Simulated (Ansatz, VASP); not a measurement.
# B in VASP and in Ansatz

```
B
1.0
     3.62280    0.00000    0.00000
     0.00000    3.62280    0.00000
     0.00000    0.00000    3.62280
B
8
Direct
  0.00000 0.00000 0.00000
  0.50000 0.50000 0.50000
  0.25000 0.00000 0.50000
  0.75000 0.00000 0.50000
  0.50000 0.25000 0.00000
  0.50000 0.75000 0.00000
  0.00000 0.50000 0.25000
  0.00000 0.50000 0.75000
```

Alike in both runs: functional LDA; k mesh 7 × 7 × 7; occupations fermi-dirac, width 0.1 eV; no spin polarisation.

Ansatz relaxed the structure, and its values are those at the end. VASP's run is a single point on that final structure, the one shown.

|  | VASP | Ansatz |
| --- | --- | --- |
| version | VASP 6.6.1 | Ansatz 0.2.0 |
| potentials or method | VASP PAW LDA potentials, release 64 (B) | plane waves (420 eV) with PAW, scalar-relativistic |
| plane-wave cutoff (eV) | 520 | 420 |
| valence electrons in the cell | 24 | 24 |

```tsv
	VASP	Ansatz	Ansatz less VASP
pressure (GPa)	0.3	0.0	-0.29
```

Ansatz warned: «pseudo_functional_mismatch».
